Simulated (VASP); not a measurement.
## CdO (Monteponite): band structure with BLYP

Crystal: CdO (Monteponite).

```
Cd O
1.0
     0.00000    2.34950    2.34950
     2.34950    0.00000    2.34950
     2.34950    2.34950    0.00000
Cd O
1 1
Cartesian
  0.0000 0.0000 0.0000
  2.3495 2.3495 2.3495
```

| Property | Result |
| --- | --- |
| Program | VASP 6.6.1 |
| Task | band structure |
| Functional | BLYP |
| Potentials or basis | VASP PAW PBE potentials, release 64 (Cd, O) |
| Cutoff | 520 eV |
| k mesh | 10 × 10 × 10 |
| Occupations | fermi-dirac, width 0.05 eV |
| Spin | no spin polarisation |
| Further INCAR settings | ALGO = Normal; EDIFF = 1e-06 |

```
Band gap along the path : none (metal or under the smearing width)
```

Levels at the corners of the path, in eV from the Fermi level:
| point | band 6 | band 7 | band 8 | band 9 | band 10 | band 11 | band 12 | band 13 |
| --- | --- | --- | --- | --- | --- | --- | --- | --- |
| Γ | -6.63 | -1.49 | -1.49 | -1.49 | -0.45 | 15.41 | 17.13 | 17.14 |
| X | -5.92 | -4.39 | -2.44 | -2.44 | 3.67 | 8.57 | 11.50 | 13.23 |
| X | -5.92 | -4.39 | -2.44 | -2.44 | 3.67 | 8.57 | 11.50 | 13.23 |
| W | -6.02 | -3.11 | -3.11 | -2.03 | 5.76 | 9.01 | 9.01 | 10.66 |
| W | -6.02 | -3.11 | -3.11 | -2.03 | 5.76 | 9.01 | 9.01 | 10.66 |
| K | -6.21 | -3.50 | -3.02 | -1.41 | 5.21 | 8.68 | 8.69 | 12.81 |
| K | -6.21 | -3.50 | -3.02 | -1.41 | 5.21 | 8.68 | 8.69 | 12.81 |
| Γ | -6.63 | -1.49 | -1.49 | -1.49 | -0.45 | 15.41 | 17.13 | 17.14 |
| Γ | -6.63 | -1.49 | -1.49 | -1.49 | -0.45 | 15.41 | 17.13 | 17.14 |
| L | -6.37 | -3.97 | -0.17 | -0.17 | 4.55 | 7.13 | 11.84 | 11.84 |
| L | -6.37 | -3.97 | -0.17 | -0.17 | 4.55 | 7.13 | 11.84 | 11.84 |
| U | -6.21 | -3.50 | -3.02 | -1.41 | 5.21 | 8.68 | 8.69 | 12.81 |
| U | -6.21 | -3.50 | -3.02 | -1.41 | 5.21 | 8.68 | 8.69 | 12.81 |
| W | -6.02 | -3.11 | -3.11 | -2.03 | 5.76 | 9.01 | 9.01 | 10.66 |
| W | -6.02 | -3.11 | -3.11 | -2.03 | 5.76 | 9.01 | 9.01 | 10.66 |
| L | -6.37 | -3.97 | -0.17 | -0.17 | 4.55 | 7.13 | 11.84 | 11.84 |
| L | -6.37 | -3.97 | -0.17 | -0.17 | 4.55 | 7.13 | 11.84 | 11.84 |
| K | -6.21 | -3.50 | -3.02 | -1.41 | 5.21 | 8.68 | 8.69 | 12.81 |
| U | -6.21 | -3.50 | -3.02 | -1.41 | 5.21 | 8.68 | 8.69 | 12.81 |
| X | -5.92 | -4.39 | -2.44 | -2.44 | 3.67 | 8.57 | 11.50 | 13.23 |

It took 110 s on 1 thread of Intel(R) Xeon(R) Platinum 8175M CPU @ 2.50GHz (Skylake/Cascade Lake), with other jobs on the host, peak memory 0.19 GiB.

Caveat: the log is that of the step along the path at fixed density, whose energy, stress, charges and moments have no meaning; this crystal is a semiconductor, whose small gap the functional closes, so the metal is an error of the method.
